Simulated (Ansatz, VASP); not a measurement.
# Li in VASP and in Ansatz

Contents of INCAR:

```
SYSTEM = Li
PREC = Accurate ; ENCUT = 600
EDIFF = 1E-6 ; ISMEAR = 0
SIGMA = 0.1 ; LREAL = .FALSE.
LASPH = .TRUE. ; NELM = 100
ALGO = Normal ; ISIF = 3
LWAVE = .FALSE. ; LCHARG = .FALSE.
GGA = PE ; IVDW = 12
IBRION = 2 ; NSW = 100
EDIFFG = -0.005
```

File KPOINTS:

```
regular mesh
0
G
  15 15 8
  0 0 0
```

The input POSCAR:

```
Li
1.0
    3.1110000000      0.0000000000      0.0000000000
   -1.5555000000      2.6942050312      0.0000000000
    0.0000000000      0.0000000000      5.0930000000
Li
2
Direct
    0.3333333333      0.6666666667      0.2500000000
    0.6666666667      0.3333333333      0.7500000000
```

Input for Ansatz:

```yaml
crystal:
  lattice:
    - [3.111, 0.0, 0.0]
    - [-1.5555, 2.6942050312, 0.0]
    - [0.0, 0.0, 5.093]
  atoms:
    - { symbol: Li, position: [0.3333333333, 0.6666666667, 0.25] }
    - { symbol: Li, position: [0.6666666667, 0.3333333333, 0.75] }
basis:
  ecutwfc: 420
kpoints:
  mp_grid: { grid: [15, 15, 8] }
hamiltonian:
  xc: pbe
  dispersion: d3bj
scf:
  occupations: { method: gaussian, width: 0.1 }
output:
  forces: true
  stress: true
  eigenvalues: true
  write_density: true
  write_potential: true
  elf: true
  volumetric_format: npy
relax:
  adjacent_minimum: "off"
  f_tol: 0.005
  max_steps: 80
  cell: { stress_tol: 0.05 }
```

This isn't the form of Li at room conditions, which is bcc.

Alike in both runs: task relaxation of cell and atoms; functional PBE; dispersion D3(BJ); k mesh 15 × 15 × 8; occupations gaussian, width 0.1 eV; no spin polarisation.

```csv
,VASP,Ansatz
version,VASP 6.6.1,Ansatz 0.2.0
potentials or method,"VASP PAW PBE potentials, release 64 (Li_sv)","scalar-relativistic, plane waves, PAW"
plane-wave cutoff (eV),600,420
valence electrons in the cell,6,6
```

|  | VASP | Ansatz | Ansatz less VASP |
| --- | --- | --- | --- |
| gap on the k mesh at the Fermi level, each at its own relaxed structure (eV) | none | none | - |
| relaxed volume (Å³/atom) | 18.02 | 18.29 | +0.278 |
| relaxed cell length with the largest relative difference (Å) | 4.816 | 4.844 | +0.0277 |
| energy change over the relaxation (meV/atom) | -23 | -20 | +3.3 |

A gap of «none» marks a metal or a gap that the smearing closes.

Caveats: the cutoff is under 1.25 times the usual one of these potentials, so pressure, stress and relaxed cells hold a basis-set (Pulay) error (VASP); the volume moved by over 15 % at a fixed basis, so the end points are rough (VASP); the volume moved by -16 % from the deposited cell, more than functionals usually miss; pairwise dispersion overbinds metals, which lowers pressure and volume.
